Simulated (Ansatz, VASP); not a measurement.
**One calculation of PbO, two programs**

```
Pb O
1.0
     3.87504    0.00000    0.00000
     0.00000    3.87504    0.00000
     0.00000    0.00000    4.77090
Pb O
2 2
Direct
  0.00000 0.50000 0.23510
  0.50000 0.00000 0.76490
  0.00000 0.00000 0.00000
  0.50000 0.50000 0.00000
```

Change from the starting cell: strain -0.025 along x and y, -0.050 along z, atoms carried along.

Alike in both runs: task single point; functional PBE; k mesh 8 × 8 × 6; occupations gaussian, width 0.05 eV; no spin polarisation.

|  | VASP | Ansatz |
| --- | --- | --- |
| version | VASP 6.6.1 | Ansatz 0.2.0 |
| potentials or method | VASP PAW PBE potentials, release 64 (Pb_d, O) | scalar-relativistic, plane waves, PAW |
| plane-wave cutoff (eV) | 520 | 420 |
| valence electrons in the cell | 40 | 40 |

|  | VASP | Ansatz | Ansatz less VASP |
| --- | --- | --- | --- |
| gap on the k mesh at the Fermi level (eV) | 1.12 | 1.11 | -0.012 |
| least direct gap on the mesh (eV) | 2.40 | 2.42 | +0.020 |
| pressure (GPa) | 16.5 | 16.3 | -0.15 |
| largest component of the traceless stress (GPa) | 1.58 | 1.55 | -0.035 |
| rms of the force components (eV/Å) | 0.900 | 0.876 | -0.0241 |

Atom by atom the forces differ by 0.024 eV/Å (rms over components).

Caveats: so large a pressure means that the cell lies far from this level's equilibrium, or that cutoff or potentials fall short (VASP); spin-orbit coupling is left out, which as a rule narrows the gap of such compounds by several tenths of an eV; forces of over 1 eV/Å show positions far from the minimum, so gaps and moduli don't describe the material at rest. A k mesh can miss the band edges.
